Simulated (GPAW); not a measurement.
Crystal: Os.

```
Os
1.0
     2.73410    0.00000    0.00000
    -1.36705    2.36780    0.00000
     0.00000    0.00000    4.31970
Os
2
Direct
  0.66667 0.33333 0.75000
  0.33333 0.66667 0.25000
```

```yaml
Program: GPAW 26.7.0
Task: relaxation of cell and atoms
Functional: RPBE
Dispersion: D3(BJ)
Potentials_or_basis: the program's PAW data sets (release 1.2.1) made for this functional
Cutoff: 600 eV
Basis: pw
k_mesh: 8 × 8 × 5
Occupations: fermi-dirac, width 0.05 eV
Spin: no spin polarisation
```

At the start: pressure -35.0 GPa; volume 13.98 Å³/atom.

Where does the relaxation end?

Over 5 steps the energy falls by 126.2 meV/atom and the volume is 12.91 Å³/atom (-7.6 %); space group P6_3/mmc (No. 194, to 0.05 Å).

Step by step:
```tsv
step	energy change (eV)	largest force (eV/Å)	pressure (GPa)	volume (Å³)
1	0.0000	0.0000	-35.03	27.96
2	-0.2434	0.0000	-7.18	26.19
3	-0.2521	0.0001	0.82	25.78
4	-0.2523	0.0001	0.08	25.82
5	-0.2524	0.0002	-0.07	25.83
```

Final structure:
```yaml
crystal:
  lattice:
    - [2.65811, 0.00000, 0.00000]
    - [-1.32906, 2.30199, 0.00000]
    - [0.00000, 0.00000, 4.22064]
  atoms:
    - { symbol: Os, position: [0.66667, 0.33333, 0.75000] }
    - { symbol: Os, position: [0.33333, 0.66667, 0.25000] }
```

Caveat: later steps reuse the first step's grids; pairwise dispersion overbinds metals, which lowers pressure and volume.
